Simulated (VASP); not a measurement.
The system is Si.

```
CELL_PARAMETERS angstrom
2.62054 0.00000 0.00000
-1.31027 2.26946 0.00000
0.00000 0.00000 2.46635
ATOMIC_POSITIONS crystal
Si 0.00000 0.00000 0.00000
```

This isn't the form of Si at room conditions, which is diamond.

```yaml
Program: VASP 6.6.1
Task: relaxation of cell and atoms
Functional: BLYP
Dispersion: D4
Potentials_or_basis: VASP PAW PBE potentials, release 64 (Si)
Cutoff: 600 eV
k_mesh: 12 × 12 × 11
Occupations: fermi-dirac, width 0.05 eV
Spin: no spin polarisation
```

At the start: pressure 2.0 GPa; volume 14.67 Å³/atom.

How do energy, volume and symmetry change on relaxing?

Over 6 steps the energy falls by 2.3 meV/atom and the volume is 14.93 Å³/atom (+1.8 %); space group P6/mmm (No. 191, to 0.05 Å).

The path:
```csv
step,energy change (eV),largest force (eV/Å),pressure (GPa),volume (Å³)
1,0.0000,0.0000,2.00,14.67
2,-0.0016,0.0000,-0.88,15.06
3,-0.0023,0.0000,0.09,14.92
4,-0.0023,0.0000,0.13,14.91
5,-0.0023,0.0000,0.01,14.94
6,-0.0023,0.0000,0.03,14.93
```

Final structure:
```yaml
crystal:
  lattice:
    - [2.62977, 0.00000, 0.00000]
    - [-1.31489, 2.27745, 0.00000]
    - [0.00000, 0.00000, 2.49295]
  atoms:
    - { symbol: Si, position: [0.00000, 0.00000, 0.00000] }
```

Caveat: the PAW data sets were made with another functional, which shifts forces and pressure a little; pairwise dispersion overbinds metals, which lowers pressure and volume.
